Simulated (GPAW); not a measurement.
**GaAs: single point with PBE**

**Measured values to compare with.**

From “Evidence of valence band perturbations in GaAsN/GaAs(001): A combined variable-angle spectroscopic ellipsometry and modulated photoreflectance investigation”, 2008, arxiv:0805.2212, for a bulk crystal of GaAs at 300 K: band gap 1.412 ± 0.01 eV (direct).

GaAs:

```
CELL_PARAMETERS angstrom
0.00000 2.82685 2.82685
2.82685 0.00000 2.82685
2.82685 2.82685 0.00000
ATOMIC_POSITIONS crystal
As 0.75000 0.75000 0.75000
Ga 0.00000 0.00000 0.00000
```

```yaml
Program: GPAW 26.7.0
Task: single point
Functional: PBE
Potentials_or_basis: GPAW PAW data sets (gpaw-data 1.2.1)
Cutoff: 600 eV
Basis: pw
k_mesh: 8 × 8 × 8
Occupations: gaussian, width 0.015 eV
Spin: no spin polarisation
Maxiter: 150
```

| Quantity | Value |
| --- | --- |
| Pressure | 4.3 GPa |
| Band gap on the k mesh | 0.59 eV, direct |

Levels at points of the mesh, in eV from the valence-band top:
```csv
k point,band 1,band 2,band 3,band 4,band 5,band 6,band 7
"(0.00, 0.00, 0.00)",-12.70,0.00,0.00,0.00,0.59,3.77,3.77
"(0.50, 0.50, 0.00)",-10.34,-6.79,-2.66,-2.66,1.48,1.68,10.22
"(0.50, 0.50, 0.50)",-11.06,-6.61,-1.13,-1.13,1.05,4.67,4.67
```

It took 8.4 s on 1 thread of Arm Neoverse V2, with other jobs on the host, peak memory 0.15 GiB.

Measured gap of GaAs: 1.412 eV (direct; 300 K; “Evidence of valence band perturbations in GaAsN/GaAs(001): A combined variable-angle spectroscopic ellipsometry and modulated photoreflectance investigation”, 2008, arxiv:0805.2212). This calculation gives 0.59 eV (-0.83 eV). 3 values of this kind are on record (1.412 to 1.51 eV); this one was drawn at random among those near their median, those with a stated uncertainty first. Spin-orbit coupling on As, Ga is left out. The value is that of PBE on a finite k mesh, which can miss the band edges, without temperature or zero-point motion. Semilocal functionals fall short of measured gaps as a rule.
